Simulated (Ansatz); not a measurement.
An Ansatz input:

```yaml
crystal:
  lattice:
    - [5.7318121856, 0.0, 0.0]
    - [-2.8659060928, 4.9638949625, 0.0]
    - [0.0, 0.0, 3.3702113438]
  atoms:
    - { symbol: Te, position: [0.0, 0.0, 0.0] }
    - { symbol: Te, position: [0.3333333333, 0.6666666667, 0.5] }
    - { symbol: Te, position: [0.6666666667, 0.3333333333, 0.5] }
hamiltonian:
  xc: revpbe
  pseudopotentials:
    kind: paw
    azcp:
      Te: "pseudopotentials/Te.paw.azcp"
basis:
  ecutwfc: 420
  fft_grid_basis: typed
kpoints:
  mp_grid: { grid: [8, 8, 11], shift: [0, 0, 0] }
magnetization:
  spin_polarized: false
scf:
  occupations: { method: fermi_dirac, width: 0.1 }
  lower_state_search: "off"
output:
  stress: true
```

and its output:

```
Engine: ansatz 0.2.0, x86_64-unknown-linux-gnu
Pseudopotentials: kind: paw
Pseudopotential: Te, paw, valence charge 16, recommended cutoff 420 eV (normal) 
Functional definition: revPBE
  parameter kappa = 1.245
  parameter beta = 0.06672455060314922
  exchange = pbe_x(kappa = kappa, mu = beta*pi^2/3)
  correlation = pbe_c(beta = beta)
Crystal: 3 atoms, lattice volume = 95.890 Å³
Basis set: ecut = 420 eV, 1883 PW (Γ)
Bands: 28, of which v1, the nominal top of the filled ones, is band 24 counted from 1 (23 counted from 0)
Symmetry: 24 space group operations
Space group: P6/mmm (ITA 191), of the structure as read, at distance tolerance 4.6e-5 Å
k-points: 60 of 704
Non-local potential: Te, projectors of the file, l = 0: 2, l = 1: 2, l = 2: 2, l = 3: 2
PAW form: soft (Blöchl's): semilocal exchange-correlation on the pseudo side does not see the compensation charge
PAW frozen core: Te, regenerated for the run's functional, and the local potential with it (the file was generated under x = pbe(κ = 0.804, μ = 0.2195149727645171), c = pbe(β = 0.06672455060314922))
PAW one-centre angular grid: Te, 590 points (default); XC on 64 Gauss nodes
Initial density: superposition of atomic densities (neutral atoms: chi_scale 0, normalization atom), corrected by the library's trained network
Initial wavefunctions: pseudopotential atomic-orbital guess
Functional: x = revpbe(κ = 1.245, μ = 0.2195149727645171), c = pbe(β = 0.06672455060314922)
SCF iter   1: F=—  HF=-20957.613369 eV  |F-HF|=—  |Δ(HF+E_count)|=         —  Δρ=1.84e-3  dr2=2.66e-3  ethr=1.77e-3  ⟨swp⟩=6.5  Hψ=7149  notcnv=0
SCF iter   2: F=—  HF=-20957.612032 eV  |F-HF|=—  |Δ(HF+E_count)|=   1.34e-3  Δρ=1.04e-3  dr2=1.06e-3  ethr=5.54e-6  ⟨swp⟩=2.0  Hψ=3566  notcnv=0
SCF iter   3: F=—  HF=-20957.612574 eV  |F-HF|=—  |Δ(HF+E_count)|=   5.42e-4  Δρ=4.61e-4  dr2=2.12e-4  ethr=2.21e-6  ⟨swp⟩=2.0  Hψ=2144  notcnv=0
SCF iter   4: F=—  HF=-20957.612694 eV  |F-HF|=—  |Δ(HF+E_count)|=   1.20e-4  Δρ=1.03e-4  dr2=1.22e-5  ethr=4.42e-7  ⟨swp⟩=2.0  Hψ=2226  notcnv=0
SCF iter   5: F=—  HF=-20957.612698 eV  |F-HF|=—  |Δ(HF+E_count)|=   3.61e-6  Δρ=3.28e-5  dr2=1.50e-6  ethr=2.54e-8  ⟨swp⟩=2.0  Hψ=3120  notcnv=0
SCF iter   6: F=—  HF=-20957.612698 eV  |F-HF|=—  |Δ(HF+E_count)|=   3.77e-7  Δρ=1.19e-5  dr2=2.46e-7  ethr=3.12e-9  ⟨swp⟩=2.5  Hψ=2815  notcnv=0
SCF iter   7: F=-20957.612698 eV  HF=-20957.612698 eV  |F-HF|=4.39e-9  |Δ(HF+E_count)|=   5.48e-8  Δρ=3.78e-6  dr2=1.75e-8  ethr=2.08e-10  ⟨swp⟩=5.0  Hψ=5764  notcnv=0
SCF 1 converged in 7 iterations: F = -20957.612698 eV  dr2 = 1.75e-8
SCF converged after 7 iterations
Free energy (F): -20957.612698 eV
Harris-Foulkes:  -20957.612698 eV  (|F-HF|=4.39e-9)
Internal energy: -20957.515357 eV  (E = F + TS)
E sigma→0 (E₀):  -20957.564027 eV
Entropy (-TS):   -0.097342 eV (-32.447 meV/atom)
Fermi energy:    9.461321 eV
--- Per-component energies (eV) ---
  E_band       = -757.630873
  E_kinetic    = 535.282129
  E_local      = -3404.362585  (includes V_loc(G=0)·N_el)
  E_nonlocal   = -934.235195
  E_hartree    = 2244.883960
  E_xc         = -370.154354
  E_vxc        = -308.006951  (∫ρ·V_xc dr)
  E_paw        = -14004.249559  (= ΣΔE_a)
  E_vpaw       = -1136.078511  (= ΣTr[D̂ρ^β])
  E_aug_tail   = -0.000576  (compensation charges beyond the density's cutoff)
  E_ewald      = -5024.595713
  E_core_change = -0.083463  (= ΣΔE_core)
  E_smearing   = -0.097342  (= −TS)
  E_closure    = 0.000000  (closes the sum)
  Σ components = -20957.612698   (vs F -20957.612698, Δ=0.00e0)
--- Stress (GPa, compression-positive) ---
       -2.601616       0.000000      -0.000000
        0.000000      -2.601616      -0.000000
       -0.000000      -0.000000      -4.391086
  P = ⅓ Tr σ = -3.1981 GPa (-31.981 kbar)
```
